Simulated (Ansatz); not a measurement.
Before relaxation, (110) slab as cut from the bulk (CoSi2, Fm-3m (No. 225), (1 1 0) face):

```yaml
crystal:
  lattice:
    - [3.75651, 0.00000, 0.00000]
    - [0.00000, 5.31251, 0.00000]
    - [0.00000, 0.00000, 24.39128]
  atoms:
    - { symbol: Co, position: [0.50000, 0.50000, 0.30749] }
    - { symbol: Si, position: [0.00000, 0.75000, 0.30749] }
    - { symbol: Si, position: [0.00000, 0.25000, 0.30749] }
    - { symbol: Co, position: [0.00000, 0.00000, 0.38449] }
    - { symbol: Si, position: [0.50000, 0.25000, 0.38449] }
    - { symbol: Si, position: [0.50000, 0.75000, 0.38449] }
    - { symbol: Co, position: [0.50000, 0.50000, 0.46150] }
    - { symbol: Si, position: [0.00000, 0.75000, 0.46150] }
    - { symbol: Si, position: [0.00000, 0.25000, 0.46150] }
    - { symbol: Co, position: [0.00000, 0.00000, 0.53850] }
    - { symbol: Si, position: [0.50000, 0.25000, 0.53850] }
    - { symbol: Si, position: [0.50000, 0.75000, 0.53850] }
    - { symbol: Co, position: [0.50000, 0.50000, 0.61551] }
    - { symbol: Si, position: [0.00000, 0.75000, 0.61551] }
    - { symbol: Si, position: [0.00000, 0.25000, 0.61551] }
    - { symbol: Co, position: [0.00000, 0.00000, 0.69251] }
    - { symbol: Si, position: [0.50000, 0.25000, 0.69251] }
    - { symbol: Si, position: [0.50000, 0.75000, 0.69251] }
```

The calculation used DFT PBEsol, scalar-relativistic, plane waves, PAW in Ansatz. Plane waves to 420 eV, a k mesh through Γ of 9×7×1 on the computed 18-atom cell and Gaussian smearing (0.10 eV); no spin polarisation. A dipole correction removes the field between periodic images along c.

All atoms are free. The cell is fixed. Force threshold 0.02 eV/Å.

```tsv
step	E − E_final (eV)	largest force (eV/Å)
1	0.069	0.361
2	0.019	0.203
3	0.001	0.081
4	0.000	0.032
5	0.001	0.065
6	0.000	0.013
```

Problem. What is the final structure?

Solution.
```
CELL_PARAMETERS angstrom
3.75651 0.00000 0.00000
0.00000 5.31251 0.00000
0.00000 0.00000 24.39128
ATOMIC_POSITIONS crystal
Co 0.50000 0.50000 0.30710
Si 0.00000 0.74737 0.31046
Si 0.00000 0.25263 0.31046
Co 0.00000 0.00000 0.38540
Si 0.50000 0.25152 0.38393
Si 0.50000 0.74848 0.38393
Co 0.50000 0.50000 0.46120
Si 0.00000 0.74849 0.46207
Si 0.00000 0.25151 0.46207
Co 0.00000 0.00000 0.53880
Si 0.50000 0.24849 0.53793
Si 0.50000 0.75151 0.53793
Co 0.50000 0.50000 0.61460
Si 0.00000 0.75152 0.61607
Si 0.00000 0.24848 0.61607
Co 0.00000 0.00000 0.69290
Si 0.50000 0.24737 0.68954
Si 0.50000 0.75263 0.68954
```

Cost: 1 run of about 18 core-minutes, on Arm Neoverse V1 (shared hosts).